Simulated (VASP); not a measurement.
Wanted: the native input for a VASP 6.6.1 run.

```
Task                   : single point
Functional             : PBE
Potentials or basis    : VASP PAW PBE potentials, release 64 (Li_sv)
Cutoff                 : 520 eV
k mesh                 : 3 × 3 × 3
Occupations            : fermi-dirac, width 0.15 eV
Spin                   : no spin polarisation
Dipole correction      : no
Further INCAR settings : LREAL = Auto; ALGO = Fast; EDIFF = 1e-06; NBANDS = 40
```

The structure of Li (a cell with a defect) lies in POSCAR:

```
Li
1.0
    6.9800000000      0.0000000000      0.0000000000
    0.0000000000      6.9800000000      0.0000000000
    0.0000000000      0.0000000000      6.9800000000
Li
17
Direct
   -0.0035765299     -0.0122291157     -0.0051822675
    0.4902219789      0.0031411424      0.0109520873
   -0.0200625429      0.5071232050     -0.0227568224
    0.1044383627      0.0577225243      0.4286604794
    0.2389031958      0.2903262499      0.2009854205
    0.5124795294      0.4560602135      0.0259649110
    0.4996819088     -0.0052507604      0.4911921754
    0.7664340609      0.2282744080      0.2573561745
   -0.0051321213      0.4896864774      0.4988309170
    0.2507976026      0.7291368897      0.2366668771
    0.2514612726      0.2502209563      0.7556520566
    0.4966462368      0.4804982647      0.4862085482
    0.7502345434      0.7418317070      0.2431129184
    0.7518240564      0.2382076526      0.7433407455
    0.2525707270      0.7366391385      0.7498002777
    0.6574231588      0.6941886101      0.8012115890
    0.8841331600      0.8700731365      0.6094541124
```

The cell was built by a generator and needn't be a form met in nature.

The input as run:

INCAR

```
PREC     = Accurate       # precision mode
ENCUT    = 520            # plane-wave cutoff, eV
EDIFF    = 1E-6           # SCF threshold, eV
ISMEAR   = -1             # smearing method
SIGMA    = 0.15           # smearing width, eV
LREAL    = Auto         
LASPH    = T              # aspherical terms in the spheres
NELM     = 100            # most SCF steps
ALGO     = Fast           # electronic algorithm
ISIF     = 2              # what is computed and relaxed
LWAVE    = F              # write WAVECAR
LCHARG   = F              # write CHGCAR
GGA      = PE             # functional
NBANDS   = 40             # bands
```

KPOINTS

```
regular mesh
0
Gamma
  3 3 3
```

Potentials or basis: VASP PAW PBE potentials, release 64 (Li_sv).

Run with:

```bash
$ cat potpaw_PBE.64/Li_sv/POTCAR > POTCAR
$ mpirun -np 1 vasp_std > vasp.out
```

It gave:

```json
{
 "Largest force": "0.021 eV/Å",
 "Band gap on the k mesh": "none (metal or under the smearing width)"
}
```

Run time: 4.6 min on 1 thread of Intel(R) Xeon(R) Platinum 8488C (Sapphire Rapids), on a shared host, peak memory 0.42 GiB.
